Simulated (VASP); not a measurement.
# Si (Fd-3m) in VASP: a series of runs

The runs below take Si through single point, with PBEsol.

Program: VASP 6.6.1. These are calculated values, not measurements. Logs are shortened: lines on timing, memory, paths and dates and some standing lists are left out, and cuts for length are marked.

## (1) The structure

The structure is cubic, space group Fd-3m (No. 227). The conventional cell has a = 5.431 Å, b = 5.431 Å, c = 5.431 Å, α = 90.00°, β = 90.00°, γ = 90.00°. Around Si (site symmetry -43m) lie 4 Si at 2.35 Å.

## (2) Single point, PBEsol

File INCAR:

```
SYSTEM = Si
ALGO     = Normal         ! electronic algorithm
EDIFF    = 1E-7           ! SCF threshold, eV
ENCUT    = 520            ! plane-wave cutoff, eV
GGA      = PS             ! functional
ISIF     = 2              ! what is computed and relaxed
ISMEAR   = 0              ! smearing method
LASPH    = .TRUE.         ! aspherical terms in the spheres
LCHARG   = .FALSE.        ! write CHGCAR
LREAL    = .FALSE.        ! projectors in reciprocal space
LWAVE    = .FALSE.        ! write WAVECAR
NBANDS   = 11             ! bands
NELM     = 100            ! most SCF steps
PREC     = Accurate       ! precision mode
SIGMA    = 0.05           ! smearing width, eV
```

File KPOINTS:

```
k-points
0
G
  12 12 12
  0 0 0
```

File POSCAR:

```
Si
1.0
    0.0000000000      2.7154700000      2.7154700000
    2.7154700000      0.0000000000      2.7154700000
    2.7154700000      2.7154700000      0.0000000000
Si
2
Direct
    0.5000000000      0.5000000000      0.5000000000
    0.7500000000      0.7500000000      0.7500000000
```

Potentials or basis: VASP PAW PBE potentials, release 64 (Si).

Launch:

```sh
$ cat potpaw_PBE.64/Si/POTCAR > POTCAR
$ mpirun -np 1 vasp_std > vasp.out
```

OUTCAR:

```text
SYSTEM = Si
   EDIFF = 1E-7
   ENCUT = 520
   GGA = PS
   ISIF = 2
   ISMEAR = 0
   LASPH = .TRUE.
   LREAL = .FALSE.
   NELM = 100
   PREC = Accurate

 ion  position               nearest neighbor table
   1  0.500  0.500  0.500-   2 2.35   2 2.35   2 2.35   2 2.35
   2  0.750  0.750  0.750-   1 2.35   1 2.35   1 2.35   1 2.35

  LATTYP: Found a face centered cubic cell.
 ALAT       =     5.4309400000

  Lattice vectors:

 A1 = (   0.0000000000,   2.7154700000,   2.7154700000)
 A2 = (   2.7154700000,   0.0000000000,   2.7154700000)
 A3 = (   2.7154700000,   2.7154700000,   0.0000000000)

Analysis of symmetry for initial positions (statically):
=====================================================================
 Subroutine PRICEL returns:
 Original cell was already a primitive cell.

 Routine SETGRP: Setting up the symmetry group for a
 face centered cubic supercell.

 Subroutine GETGRP returns: Found 48 space group operations
 (whereof 24 operations were pure point group operations)
 out of a pool of 48 trial point group operations.

The static configuration has the point symmetry T_d .
 The point group associated with its full space group is O_h .

Analysis of symmetry for dynamics (positions and initial velocities):
=====================================================================
 Subroutine PRICEL returns:
 Original cell was already a primitive cell.

 Routine SETGRP: Setting up the symmetry group for a
 face centered cubic supercell.

 Subroutine GETGRP returns: Found 48 space group operations
 (whereof 24 operations were pure point group operations)
 out of a pool of 48 trial point group operations.

The dynamic configuration has the point symmetry T_d .
 The point group associated with its full space group is O_h .

 Subroutine INISYM returns: Found 48 space group operations
 (whereof 24 operations are pure point group operations),
 and found     1 'primitive' translations

----------------------------------------------------------------------------------------

                                     Primitive cell

  volume of cell :      40.0465

  direct lattice vectors                    reciprocal lattice vectors
     0.000000000  2.715470000  2.715470000    -0.184130187  0.184130187  0.184130187
     2.715470000  0.000000000  2.715470000     0.184130187 -0.184130187  0.184130187
     2.715470000  2.715470000  0.000000000     0.184130187  0.184130187 -0.184130187

  length of vectors
     3.840254502  3.840254502  3.840254502     0.318922840  0.318922840  0.318922840

  position of ions in fractional coordinates (direct lattice)
     0.500000000  0.500000000  0.500000000
     0.750000000  0.750000000  0.750000000

  ion indices of the primitive-cell ions
   primitive index   ion index
                 1           1
                 2           2

----------------------------------------------------------------------------------------

 KPOINTS: k-points

Automatic generation of k-mesh.
 Grid dimensions read from file:
 generate k-points for:   12   12   12

 Generating k-lattice:

  Cartesian coordinates                     Fractional coordinates (reciprocal lattice)
    -0.015344182  0.015344182  0.015344182     0.083333333  0.000000000  0.000000000
     0.015344182 -0.015344182  0.015344182     0.000000000  0.083333333  0.000000000
     0.015344182  0.015344182 -0.015344182     0.000000000  0.000000000  0.083333333

  Length of vectors
     0.026576903  0.026576903  0.026576903

  Shift w.r.t. Gamma in fractional coordinates (k-lattice)
     0.000000000  0.000000000  0.000000000

 Subroutine IBZKPT returns following result:
 ===========================================

 Found     72 irreducible k-points:

 Following reciprocal coordinates:
            Coordinates               Weight
  0.000000  0.000000  0.000000      1.000000
  0.083333  0.000000  0.000000      8.000000
  0.166667  0.000000  0.000000      8.000000
  0.250000  0.000000  0.000000      8.000000
  0.333333  0.000000  0.000000      8.000000
  0.416667  0.000000  0.000000      8.000000
[... 16 lines left out ...]
  0.500000  0.166667  0.000000     24.000000
 -0.416667  0.166667  0.000000     24.000000
 [... further k-points ...]
   k-points           NKPTS =     72   k-points in BZ     NKDIM =     72   number of bands    NBANDS=     11
   number of dos      NEDOS =    301   number of ions     NIONS =      2
   total plane-waves  NPLWV =  27000
   dimension x,y,z NGX =    30 NGY =   30 NGZ =   30
   dimension x,y,z NGXF=    60 NGYF=   60 NGZF=   60
   ions per type =               2
   NGX,Y,Z   is equivalent  to a cutoff of  12.99, 12.99, 12.99 a.u.
   NGXF,Y,Z  is equivalent  to a cutoff of  25.97, 25.97, 25.97 a.u.
 SYSTEM =  Si
   PREC   = accura    normal or accurate (medium, high low for compatibility)
   ISTART =      0    job   : 0-new  1-cont  2-samecut
   ICHARG =      2    charge: 1-file 2-atom 10-const
   ISPIN  =      1    spin polarized calculation?
   LNONCOLLINEAR =      F non collinear calculations
   LSORBIT =      F    spin-orbit coupling
   LASPH  =      T    aspherical Exc in radial PAW
   ENCUT  =  520.0 eV  38.22 Ry    6.18 a.u.   7.14  7.14  7.14*2*pi/ulx,y,z
   NELM   =    100;   NELMIN=  2; NELMDL= -5     # of ELM steps
   EDIFF  = 0.1E-06   stopping-criterion for ELM
   LREAL  =      F    real-space projection
   EDIFFG = 0.1E-05   stopping-criterion for IOM
   NSW    =      0    number of steps for IOM
   IBRION =     -1    ionic relax: 0-MD 1-quasi-New 2-CG
   NFREE  =      0    steps in history (QN), initial steepest desc. (CG)
   ISIF   =      2    stress and relaxation
   ISYM   =      2    0-nonsym 1-usesym 2-fastsym
   POTIM  = 0.5000    time-step for ionic-motion
   TEBEG  =    0.0;   TEEND  =   0.0 temperature during run
   PSTRESS=    0.0 pullay stress
   NELECT =       8.0000    total number of electrons
   NUPDOWN=      -1.0000    fix difference up-down
   EMIN   =  10.00;   EMAX   =-10.00  energy-range for DOS
   EFERMI =   0.00;   METHOD = LEGACY
   ISMEAR =     0;   SIGMA  =   0.05  broadening in eV -4-tet -1-fermi 0-gaus
   EFERMI_NEDOS =   21; number of points for ismear=-14 and -15
   IALGO  =     38    algorithm
   IMIX   =      4    mixing-type and parameters
     AMIX     =   0.40;   BMIX     =  1.00
     AMIX_MAG =   1.60;   BMIX_MAG =  1.00
  volume/ion in A,a.u.               =      20.02       135.12
  Fermi-wavevector in a.u.,A,eV,Ry     =   0.957010  1.808487 12.461143  0.915868
  Thomas-Fermi vector in A             =   2.085990
   LORBIT       =      0    0 simple, 1 ext, 2 COOP (PROOUT), +10 PAW based schemes
   GGA     = PS    functional components
   LHFCALC =     F    Hartree Fock is set to
   AEXX    =    0.0000 exact exchange contribution
   IVDW    =     0    specifies the selected vdW correction
   LEPSILON=     F    determine dielectric tensor
   LRPA    =     F    only Hartree local field effects (RPA)
 non-spin polarized calculation
 Gauss-broadening in eV      SIGMA  =   0.05
  energy-cutoff  :      520.00
  volume of cell :       40.05
 maximum number of plane-waves:      1090
 NGX is ok and might be reduce to    30
   NGX = 15   NGY = 15   NGZ = 15

 number of electron       8.0000000 magnetization

 Free energy of the ion-electron system (eV)
  ---------------------------------------------------
  ext. energy  EPLUGINS =         0.00000000
  ---------------------------------------------------
  free energy    TOTEN  =       -11.49317405 eV

  energy without entropy =      -11.49317405  energy(sigma->0) =      -11.49317405

 E-fermi :   6.0401     XC(G=0):  -9.5531

 val. band max:        5.7885380710   @ k =   0.0000   0.0000   0.0000
 cond. band min:       6.2452985087   @ k =   0.4167   0.4167   0.0000
 fundamental gap:      0.4567604377
 Fermi energy:         6.0401034360

 k-point     1 :       0.0000    0.0000    0.0000
  band No.  band energies     occupation
      1      -6.2009      2.00000
      2       5.7885      2.00000
      3       5.7885      2.00000
      4       5.7885      2.00000
      5       8.3059      0.00000
      6       8.3059      0.00000
      7       8.3059      0.00000
      8       9.1113      0.00000
      9      13.4770      0.00000
     10      13.4770      0.00000
     11      13.4987      0.00000

 k-point     2 :       0.0833    0.0000    0.0000
  band No.  band energies     occupation
      1      -6.1095      2.00000
      2       4.9206      2.00000
      3       5.6428      2.00000
      4       5.6428      2.00000
      5       8.3453      0.00000
      6       8.5196      0.00000
      7       8.5196      0.00000
      8       9.7765      0.00000
      9      13.1941      0.00000
     10      13.1941      0.00000
     11      13.8943      0.00000

 k-point     3 :       0.1667    0.0000    0.0000
  band No.  band energies     occupation
      1      -5.8383      2.00000
      2       3.3896      2.00000
      3       5.3335      2.00000
      4       5.3335      2.00000
      5       8.0783      0.00000
      6       8.9571      0.00000
      7       8.9571      0.00000
      8      11.1925      0.00000
      9      12.8126      0.00000
     10      12.8126      0.00000
     11      14.6586      0.00000

 k-point     4 :       0.2500    0.0000    0.0000
  band No.  band energies     occupation
      1      -5.3978      2.00000
      2       1.8366      2.00000
      3       5.0233      2.00000
      4       5.0233      2.00000
      5       7.7495      0.00000
      6       9.2467      0.00000
      7       9.2467      0.00000
      8      12.6357      0.00000
      9      12.9196      0.00000
     10      12.9196      0.00000
     11      14.5728      0.00000
[... 239 lines left out ...]
 k-point    22 :       0.4167    0.1667    0.0000
  band No.  band energies     occupation
      1      -4.2842      2.00000
      2       0.0928      2.00000
      3       3.3283      2.00000
      4       3.9434      2.00000
      5       7.7087      0.00000
      6       9.9917      0.00000
      7      10.6318      0.00000
      8      10.7540      0.00000
      9      15.5269      0.00000
     10      15.9344      0.00000
     11      16.5537      0.00000

 k-point    23 :       0.5000    0.1667    0.0000
  band No.  band energies     occupation
      1      -3.6942      2.00000
      2      -0.8502      2.00000
      3       2.9808      2.00000
      4       3.9990      2.00000
      5       7.7396      0.00000
      6       9.8397      0.00000
      7      10.3533      0.00000
      8      12.1313      0.00000
      9      15.0669      0.00000
     10      16.2161      0.00000
     11      17.4525      0.00000

 k-point    24 :      -0.4167    0.1667    0.0000
  band No.  band energies     occupation
      1      -3.5777      2.00000
      2      -1.0124      2.00000
      3       2.7643      2.00000
      4       4.1854      2.00000
      5       7.8888      0.00000
      6       9.7864      0.00000
      7      10.1249      0.00000
      8      13.6821      0.00000
      9      14.2410      0.00000
     10      14.5164      0.00000
     11      16.8086      0.00000

 [... further k-points ...]
[... 5 lines left out ...]
  --------------------------------------------------------------------------------------
  -------------------------------------------------------------------------------------
  Total        0.0615630      0.0615630      0.0615630      0.0000000      0.0000000     -0.0000000
  in kB        2.4630043      2.4630043      2.4630043      0.0000000      0.0000000     -0.0000000
  external PRESSURE =       2.4630043 kB  Pullay stress =       0.0000000 kB

 VOLUME and BASIS-vectors are now :
 -----------------------------------------------------------------------------
  energy-cutoff  :      520.00
  volume of cell :       40.05
      direct lattice vectors                 reciprocal lattice vectors
     0.000000000  2.715470000  2.715470000    -0.184130187  0.184130187  0.184130187
     2.715470000  0.000000000  2.715470000     0.184130187 -0.184130187  0.184130187
     2.715470000  2.715470000  0.000000000     0.184130187  0.184130187 -0.184130187

 POSITION                                       TOTAL-FORCE (eV/Angst)
 -----------------------------------------------------------------------------------
      2.71547      2.71547      2.71547         0.000000      0.000000      0.000000
      4.07320      4.07320      4.07320        -0.000000     -0.000000     -0.000000
 -----------------------------------------------------------------------------------
    total drift:                                0.000000     -0.000000     -0.000000

  FREE ENERGIE OF THE ION-ELECTRON SYSTEM (eV)
  ---------------------------------------------------
  free  energy   TOTEN  =       -11.4931740523 eV

  energy  without entropy=      -11.4931740523  energy(sigma->0) =      -11.49317405
```

It took 32 s on 1 thread of Intel Xeon Platinum 8488C (Sapphire Rapids), shared host; peak memory 0.17 GiB.

What came out:

- Free energy: -11.4932 eV
- Pressure: 0.2 GPa
- Band gap on the k mesh: 0.46 eV, indirect (least direct gap 2.52 eV)

Caveat: the PAW data sets were made with another functional, which shifts forces and pressure a little.

## (3) Single point, PBEsol

File INCAR:

```
SYSTEM = Si
  PREC = Accurate
  ENCUT = 520
  EDIFF = 1E-6
  ISMEAR = 0
  SIGMA = 0.05
  LREAL = .False.
  LASPH = .True.
  NELM = 100
  ALGO = Normal
  ISIF = 2
  LWAVE = .False.
  LCHARG = .False.
  GGA = PS
  NBANDS = 11
```

File KPOINTS:

```
regular mesh
0
Gamma
  12 12 12
  0 0 0
```

POSCAR is that of step 2.

Potentials or basis: VASP PAW PBE potentials, release 64 (Si).

Launch:

```sh
$ cat potpaw_PBE.64/Si/POTCAR > POTCAR
$ mpirun -np 1 vasp_std > vasp.out
```

OUTCAR:

```text
SYSTEM = Si
   PREC = Accurate
   ENCUT = 520
   EDIFF = 1E-6
   ISMEAR = 0
   LREAL = .False.
   LASPH = .True.
   NELM = 100
   ISIF = 2
   GGA = PS

 ion  position               nearest neighbor table
   1  0.500  0.500  0.500-   2 2.35   2 2.35   2 2.35   2 2.35
   2  0.750  0.750  0.750-   1 2.35   1 2.35   1 2.35   1 2.35

  LATTYP: Found a face centered cubic cell.
 ALAT       =     5.4309400000

  Lattice vectors:

 A1 = (   0.0000000000,   2.7154700000,   2.7154700000)
 A2 = (   2.7154700000,   0.0000000000,   2.7154700000)
 A3 = (   2.7154700000,   2.7154700000,   0.0000000000)
[... 516 lines left out ...]
      7      10.1248      0.00000
      8      13.6820      0.00000
      9      14.2408      0.00000
     10      14.5163      0.00000
     11      16.8084      0.00000

 [... further k-points ...]
[... 5 lines left out ...]
  --------------------------------------------------------------------------------------
  -------------------------------------------------------------------------------------
  Total        0.0626491      0.0626491      0.0626491     -0.0000000      0.0000000      0.0000000
  in kB        2.5064591      2.5064591      2.5064591     -0.0000000      0.0000000      0.0000000
  external PRESSURE =       2.5064591 kB  Pullay stress =       0.0000000 kB

 VOLUME and BASIS-vectors are now :
 -----------------------------------------------------------------------------
  energy-cutoff  :      520.00
  volume of cell :       40.05
      direct lattice vectors                 reciprocal lattice vectors
     0.000000000  2.715470000  2.715470000    -0.184130187  0.184130187  0.184130187
     2.715470000  0.000000000  2.715470000     0.184130187 -0.184130187  0.184130187
     2.715470000  2.715470000  0.000000000     0.184130187  0.184130187 -0.184130187

 POSITION                                       TOTAL-FORCE (eV/Angst)
 -----------------------------------------------------------------------------------
      2.71547      2.71547      2.71547         0.000000      0.000000      0.000000
      4.07320      4.07320      4.07320        -0.000000     -0.000000     -0.000000
 -----------------------------------------------------------------------------------
    total drift:                                0.000000     -0.000000     -0.000000

  FREE ENERGIE OF THE ION-ELECTRON SYSTEM (eV)
  ---------------------------------------------------
  free  energy   TOTEN  =       -11.4931741039 eV

  energy  without entropy=      -11.4931741039  energy(sigma->0) =      -11.49317410
```

stdout:

```text
POSCAR found type information on POSCAR Si
 POSCAR found :  1 types and       2 ions
 scaLAPACK will be used
 -----------------------------------------------------------------------------
|                                                                             |
|                                                                             |
|     You enforced a specific xc type in the INCAR file but a different       |
|     I HOPE YOU KNOW WHAT YOU ARE DOING!                                     |
|                                                                             |
 -----------------------------------------------------------------------------

 LDA part: xc-table for (Slater+PW92), standard interpolation
 POSCAR, INCAR and KPOINTS ok, starting setup
 FFT: planning ... GRIDC
 FFT: planning ... GRID_SOFT
 FFT: planning ... GRID
 WAVECAR not read
 entering main loop
```

It took 30 s on 1 thread of Intel Xeon Platinum 8488C (Sapphire Rapids), shared host; peak memory 0.17 GiB.

Results:

- Free energy: -11.4932 eV
- Pressure: 0.3 GPa
- Band gap on the k mesh: 0.46 eV, indirect (least direct gap 2.52 eV)

Caveat: the PAW data sets were made with another functional, which shifts forces and pressure a little. A k mesh can miss the band edges.
